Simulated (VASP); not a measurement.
# I (I4/mmm) in VASP: notebook

Runs on I. Level: PBE. Tasks: single point.

Everything below comes from runs of VASP 6.6.1. Logs are shortened: lines on timing, memory, paths and dates and some standing lists are left out, and cuts for length are marked.

**1. The structure**

It takes space group I4/mmm (No. 139, tetragonal). The conventional cell has a = 3.235 Å, b = 3.235 Å, c = 8.530 Å, α = 90.00°, β = 90.00°, γ = 90.00°. Around I (site symmetry 4/mmm) lie 4 I at 3.23 Å.

**2. Single point, PBE (volume scaled by 0.94)**

Input file INCAR:

```
SYSTEM = I
  ALGO = Fast
  EDIFF = 1E-7
  ENCUT = 520
  GGA = PE
  ISIF = 2
  ISMEAR = -1
  LASPH = .True.
  LCHARG = .True.
  LELF = .True.
  LREAL = .False.
  LVHAR = .True.
  LWAVE = .False.
  NBANDS = 10
  NELM = 100
  PREC = Accurate
  SIGMA = 0.05
```

Input file KPOINTS:

```
k-points
0
Gamma
  11 11 11
  0 0 0
```

Input file POSCAR:

```
I
1.0
   -1.5844374291      1.5844374291      4.1777466731
    1.5844374291     -1.5844374291      4.1777466731
    1.5844374291      1.5844374291     -4.1777466731
I
1
Direct
    0.0000000000      0.0000000000      0.0000000000
```

Potentials or basis: VASP PAW PBE potentials, release 64 (I).

Launch:

```console
$ cat potpaw_PBE.64/I/POTCAR > POTCAR
$ mpirun -np 1 vasp_std > vasp.out
```

OUTCAR:

```text
SYSTEM = I
   EDIFF = 1E-7
   ENCUT = 520
   GGA = PE
   ISIF = 2
   ISMEAR = -1
   LASPH = .True.
   LREAL = .False.
   NELM = 100
   PREC = Accurate

 ion  position               nearest neighbor table
   1  0.000  0.000  0.000-

  LATTYP: Found a body centered tetragonal cell.
 ALAT       =     3.1688748582
 C/A-ratio  =     2.6367381863

  Lattice vectors:

 A1 = (  -1.5844374291,   1.5844374291,   4.1777466731)
 A2 = (   1.5844374291,  -1.5844374291,   4.1777466731)
 A3 = (   1.5844374291,   1.5844374291,  -4.1777466731)

Analysis of symmetry for initial positions (statically):
=====================================================================
 Subroutine PRICEL returns:
 Original cell was already a primitive cell.

 Routine SETGRP: Setting up the symmetry group for a
 body centered tetragonal supercell.

 Subroutine GETGRP returns: Found 16 space group operations
 (whereof 16 operations were pure point group operations)
 out of a pool of 16 trial point group operations.

The static configuration has the point symmetry D_4h.

Analysis of symmetry for dynamics (positions and initial velocities):
=====================================================================
 Subroutine PRICEL returns:
 Original cell was already a primitive cell.

 Routine SETGRP: Setting up the symmetry group for a
 body centered tetragonal supercell.

 Subroutine GETGRP returns: Found 16 space group operations
 (whereof 16 operations were pure point group operations)
 out of a pool of 16 trial point group operations.

The dynamic configuration has the point symmetry D_4h.

 Subroutine INISYM returns: Found 16 space group operations
 (whereof 16 operations are pure point group operations),
 and found     1 'primitive' translations

----------------------------------------------------------------------------------------

                                     Primitive cell

  volume of cell :      41.9520

  direct lattice vectors                    reciprocal lattice vectors
    -1.584437429  1.584437429  4.177746673     0.000000000  0.315569420  0.119681742
     1.584437429 -1.584437429  4.177746673     0.315569420  0.000000000  0.119681742
     1.584437429  1.584437429 -4.177746673     0.315569420  0.315569420  0.000000000

  length of vectors
     4.740722645  4.740722645  4.740722645     0.337502264  0.337502264  0.446282553

  position of ions in fractional coordinates (direct lattice)
     0.000000000  0.000000000  0.000000000

  ion indices of the primitive-cell ions
   primitive index   ion index
                 1           1

----------------------------------------------------------------------------------------

 KPOINTS: k-points

Automatic generation of k-mesh.
 Grid dimensions read from file:
 generate k-points for:   11   11   11

 Generating k-lattice:

  Cartesian coordinates                     Fractional coordinates (reciprocal lattice)
     0.000000000  0.028688129  0.010880158     0.090909091  0.000000000  0.000000000
     0.028688129  0.000000000  0.010880158     0.000000000  0.090909091  0.000000000
     0.028688129  0.028688129  0.000000000     0.000000000  0.000000000  0.090909091

  Length of vectors
     0.030682024  0.030682024  0.040571141

  Shift w.r.t. Gamma in fractional coordinates (k-lattice)
     0.000000000  0.000000000  0.000000000

 Subroutine IBZKPT returns following result:
 ===========================================

 Found    126 irreducible k-points:

 Following reciprocal coordinates:
            Coordinates               Weight
  0.000000  0.000000  0.000000      1.000000
  0.090909  0.000000 -0.000000      8.000000
  0.181818  0.000000 -0.000000      8.000000
  0.272727  0.000000 -0.000000      8.000000
  0.363636  0.000000 -0.000000      8.000000
  0.454545  0.000000 -0.000000      8.000000
[... 16 lines left out ...]
 -0.272727  0.181818 -0.000000     16.000000
 -0.181818  0.181818  0.000000      4.000000
 [... further k-points ...]
   k-points           NKPTS =    126   k-points in BZ     NKDIM =    126   number of bands    NBANDS=     10
   number of dos      NEDOS =    301   number of ions     NIONS =      1
   total plane-waves  NPLWV =  46656
   dimension x,y,z NGX =    36 NGY =   36 NGZ =   36
   dimension x,y,z NGXF=    72 NGYF=   72 NGZF=   72
   ions per type =               1
   NGX,Y,Z   is equivalent  to a cutoff of  12.62, 12.62, 12.62 a.u.
   NGXF,Y,Z  is equivalent  to a cutoff of  25.25, 25.25, 25.25 a.u.
 SYSTEM =  I
   PREC   = accura    normal or accurate (medium, high low for compatibility)
   ISTART =      0    job   : 0-new  1-cont  2-samecut
   ICHARG =      2    charge: 1-file 2-atom 10-const
   ISPIN  =      1    spin polarized calculation?
   LNONCOLLINEAR =      F non collinear calculations
   LSORBIT =      F    spin-orbit coupling
   LASPH  =      T    aspherical Exc in radial PAW
   ENCUT  =  520.0 eV  38.22 Ry    6.18 a.u.   8.81  8.81  8.81*2*pi/ulx,y,z
   NELM   =    100;   NELMIN=  2; NELMDL= -5     # of ELM steps
   EDIFF  = 0.1E-06   stopping-criterion for ELM
   LREAL  =      F    real-space projection
   EDIFFG = 0.1E-05   stopping-criterion for IOM
   NSW    =      0    number of steps for IOM
   IBRION =     -1    ionic relax: 0-MD 1-quasi-New 2-CG
   NFREE  =      0    steps in history (QN), initial steepest desc. (CG)
   ISIF   =      2    stress and relaxation
   ISYM   =      2    0-nonsym 1-usesym 2-fastsym
   POTIM  = 0.5000    time-step for ionic-motion
   TEBEG  =    0.0;   TEEND  =   0.0 temperature during run
   PSTRESS=    0.0 pullay stress
   NELECT =       7.0000    total number of electrons
   NUPDOWN=      -1.0000    fix difference up-down
   EMIN   =  10.00;   EMAX   =-10.00  energy-range for DOS
   EFERMI =   0.00;   METHOD = LEGACY
   ISMEAR =    -1;   SIGMA  =   0.05  broadening in eV -4-tet -1-fermi 0-gaus
   EFERMI_NEDOS =   21; number of points for ismear=-14 and -15
   IALGO  =     68    algorithm
   IMIX   =      4    mixing-type and parameters
     AMIX     =   0.40;   BMIX     =  1.00
     AMIX_MAG =   1.60;   BMIX_MAG =  1.00
  volume/ion in A,a.u.               =      41.95       283.11
  Fermi-wavevector in a.u.,A,eV,Ry     =   0.901274  1.703161 11.051937  0.812294
  Thomas-Fermi vector in A             =   2.024334
   LORBIT       =      0    0 simple, 1 ext, 2 COOP (PROOUT), +10 PAW based schemes
   GGA     = PE    functional components
   LHFCALC =     F    Hartree Fock is set to
   AEXX    =    0.0000 exact exchange contribution
   IVDW    =     0    specifies the selected vdW correction
   LEPSILON=     F    determine dielectric tensor
   LRPA    =     F    only Hartree local field effects (RPA)
 non-spin polarized calculation
 RMM-DIIS sequential band-by-band and
  energy-cutoff  :      520.00
  volume of cell :       41.95
 maximum number of plane-waves:      1152
   NGX = 17   NGY = 17   NGZ = 17

 number of electron       7.0000000 magnetization

 Free energy of the ion-electron system (eV)
  ---------------------------------------------------
  ext. energy  EPLUGINS =         0.00000000
  ---------------------------------------------------
  free energy    TOTEN  =        -1.40617586 eV

  energy without entropy =       -1.40046918  energy(sigma->0) =       -1.40332252

 E-fermi :   3.4121     XC(G=0):  -8.0258

 val. band max:        3.4106740549   @ k =  -0.2727  -0.2727   0.1818
 cond. band min:       3.4165910012   @ k =  -0.0909  -0.1818   0.0909
 fundamental gap:      0.0059169463
 Fermi energy:         3.4120920101

 k-point     1 :       0.0000    0.0000    0.0000
  band No.  band energies     occupation
      1     -10.7877      2.00000
      2       0.8127      2.00000
      3       4.2827      0.00000
      4       4.2827      0.00000
      5       7.3696      0.00000
      6      10.5830      0.00000
      7      11.4731      0.00000
      8      15.9478      0.00000
      9      15.9810      0.00000
     10      15.9810      0.00000

 k-point     2 :       0.0909    0.0000   -0.0000
  band No.  band energies     occupation
      1     -10.6955      2.00000
      2       0.8442      2.00000
      3       3.4334      0.79036
      4       4.3528      0.00000
      5       7.5917      0.00000
      6      10.9529      0.00000
      7      12.2128      0.00000
      8      13.8779      0.00000
      9      16.1065      0.00000
     10      16.5359      0.00000

 k-point     3 :       0.1818    0.0000   -0.0000
  band No.  band energies     occupation
      1     -10.4302      2.00000
      2       0.9317      2.00000
      3       1.7661      2.00000
      4       4.5494      0.00000
      5       8.1577      0.00000
      6      11.3092      0.00000
      7      12.0021      0.00000
      8      14.3654      0.00000
      9      16.4723      0.00000
     10      16.9704      0.00000

 k-point     4 :       0.2727    0.0000   -0.0000
  band No.  band energies     occupation
      1     -10.0328      2.00000
      2       0.0473      2.00000
      3       1.1199      2.00000
      4       4.8282      0.00000
      5       8.7587      0.00000
      6      10.8267      0.00000
      7      11.7479      0.00000
      8      16.6570      0.00000
      9      16.7601      0.00000
     10      17.2189      0.00000
[... 222 lines left out ...]
 k-point    22 :      -0.3636    0.1818    0.0000
  band No.  band energies     occupation
      1      -9.2668      2.00000
      2      -0.9616      2.00000
      3       1.7761      2.00000
      4       2.7392      2.00000
      5       9.0694      0.00000
      6      10.3227      0.00000
      7      11.8872      0.00000
      8      13.6637      0.00000
      9      15.6879      0.00000
     10      18.6581      0.00000

 k-point    23 :      -0.2727    0.1818   -0.0000
  band No.  band energies     occupation
      1      -9.7035      2.00000
      2       0.3974      2.00000
      3       1.6057      2.00000
      4       2.4023      2.00000
      5       8.9406      0.00000
      6      10.7013      0.00000
      7      12.7414      0.00000
      8      12.9722      0.00000
      9      15.2716      0.00000
     10      17.7839      0.00000

 k-point    24 :      -0.1818    0.1818    0.0000
  band No.  band energies     occupation
      1     -10.0935      2.00000
      2       1.3647      2.00000
      3       2.0399      2.00000
      4       2.1060      2.00000
      5       8.3649      0.00000
      6      12.1681      0.00000
      7      12.3906      0.00000
      8      13.9904      0.00000
      9      14.3386      0.00000
     10      16.1107      0.00000

 [... further k-points ...]
[... 5 lines left out ...]
  --------------------------------------------------------------------------------------
  -------------------------------------------------------------------------------------
  Total        0.6725133      0.6725133      0.0621170      0.0000000      0.0000000      0.0000000
  in kB       25.6837927     25.6837927      2.3722968      0.0000000      0.0000000      0.0000000
  external PRESSURE =      17.9132941 kB  Pullay stress =       0.0000000 kB

 VOLUME and BASIS-vectors are now :
 -----------------------------------------------------------------------------
  energy-cutoff  :      520.00
  volume of cell :       41.95
      direct lattice vectors                 reciprocal lattice vectors
    -1.584437429  1.584437429  4.177746673     0.000000000  0.315569420  0.119681742
     1.584437429 -1.584437429  4.177746673     0.315569420  0.000000000  0.119681742
     1.584437429  1.584437429 -4.177746673     0.315569420  0.315569420  0.000000000

 POSITION                                       TOTAL-FORCE (eV/Angst)
 -----------------------------------------------------------------------------------
      0.00000      0.00000      0.00000         0.000000     -0.000000      0.000000
 -----------------------------------------------------------------------------------
    total drift:                                0.000000      0.000000      0.000000

  FREE ENERGIE OF THE ION-ELECTRON SYSTEM (eV)
  ---------------------------------------------------
  free  energy   TOTEN  =        -1.4061758607 eV

  energy  without entropy=       -1.4004691761  energy(sigma->0) =       -1.40332252
```

Wall time 86 s (1 thread of Intel Xeon Platinum 8488C (Sapphire Rapids), shared host); peak memory 0.23 GiB.

What came out:

- Free energy: -1.4062 eV
- Pressure: 1.8 GPa
- Band gap on the k mesh: none (metal or under the smearing width)

Stress tensor (GPa, compression positive):
```
2.57 0.00 0.00
0.00 2.57 0.00
0.00 0.00 0.24
```

Caveat: an odd number of electrons without spin polarisation forces a metal; a magnetic or distorted state may lie lower.

**3. Single point, PBE**

Input file INCAR:

```
PREC     = Accurate       # precision mode
ENCUT    = 520            # plane-wave cutoff, eV
EDIFF    = 1E-6           # SCF threshold, eV
ISMEAR   = -1             # smearing method
SIGMA    = 0.05           # smearing width, eV
LREAL    = F              # projectors in reciprocal space
LASPH    = T              # aspherical terms in the spheres
NELM     = 100            # most SCF steps
ALGO     = Normal         # electronic algorithm
ISIF     = 2              # what is computed and relaxed
LWAVE    = F              # write WAVECAR
LCHARG   = F              # write CHGCAR
GGA      = PE             # functional
NBANDS   = 10             # bands
```

Input file KPOINTS:

```
regular mesh
0
Gamma
  11 11 11
```

Input file POSCAR:

```
I
1.0
   -1.6174560000      1.6174560000      4.2648080000
    1.6174560000     -1.6174560000      4.2648080000
    1.6174560000      1.6174560000     -4.2648080000
I
1
Direct
    0.0000000000      0.0000000000      0.0000000000
```

Potentials or basis: VASP PAW PBE potentials, release 64 (I).

Launch:

```console
$ cat potpaw_PBE.64/I/POTCAR > POTCAR
$ mpirun -np 1 vasp_std > vasp.out
```

Wall time 68 s (1 thread of Intel Xeon Platinum 8488C (Sapphire Rapids), shared host); peak memory 0.22 GiB.

Results (log left out):

```yaml
Free_energy: -1.4213 eV
Pressure: 0.1 GPa
Band_gap_on_the_k_mesh: none (metal or under the smearing width)
```

Levels at points of the mesh, in eV from the Fermi level:
```
           k point  band 1  band 2  band 3  band 4  band 5  band 6
(0.00, 0.00, 0.00)  -13.79   -2.35    0.78    0.78    4.17    7.28
```

Caveat: an odd number of electrons without spin polarisation forces a metal; a magnetic or distorted state may lie lower.

**4. Single point, PBE (volume scaled by 0.98)**

Input file INCAR:

```
SYSTEM = I
ALGO     = Normal         ! electronic algorithm
EDIFF    = 1E-6           ! SCF threshold, eV
ENCUT    = 520            ! plane-wave cutoff, eV
GGA      = PE             ! functional
ISIF     = 2              ! what is computed and relaxed
ISMEAR   = -1             ! smearing method
LASPH    = .TRUE.         ! aspherical terms in the spheres
LCHARG   = .FALSE.        ! write CHGCAR
LREAL    = .FALSE.        ! projectors in reciprocal space
LWAVE    = .FALSE.        ! write WAVECAR
NBANDS   = 10             ! bands
NELM     = 80             ! most SCF steps
PREC     = Accurate       ! precision mode
SIGMA    = 0.05           ! smearing width, eV
```

Input file KPOINTS:

```
k-points
0
G
  11 11 11
  0 0 0
```

Input file POSCAR:

```
I
1.0
   -1.6066002635      1.6066002635      4.2361842651
    1.6066002635     -1.6066002635      4.2361842651
    1.6066002635      1.6066002635     -4.2361842651
I
1
Direct
    0.0000000000      0.0000000000      0.0000000000
```

Launch:

```console
$ cat potpaw_PBE.64/I/POTCAR > POTCAR
$ mpirun -np 1 vasp_std > vasp.out
```

It took 52 s on 1 thread of Intel Xeon Platinum 8488C (Sapphire Rapids), shared host; peak memory 0.22 GiB.

The run converged. Its results:

```yaml
Free_energy: -1.4193 eV
Pressure: 0.6 GPa
Band_gap_on_the_k_mesh: none (metal or under the smearing width)
```

Stress tensor (GPa, compression positive):
```
0.82 0.00 0.00
0.00 0.82 0.00
0.00 0.00 0.17
```

Levels at points of the mesh, in eV from the Fermi level:
```csv
k point,band 1,band 2,band 3,band 4,band 5,band 6,band 7
"(0.00, 0.00, 0.00)",-13.92,-2.43,0.81,0.81,4.10,7.25,7.97
```

Caveat: an odd number of electrons without spin polarisation forces a metal; a magnetic or distorted state may lie lower. Spin-orbit coupling is left out, which matters for the levels of I.

(Part 1 of 2 ends here.)
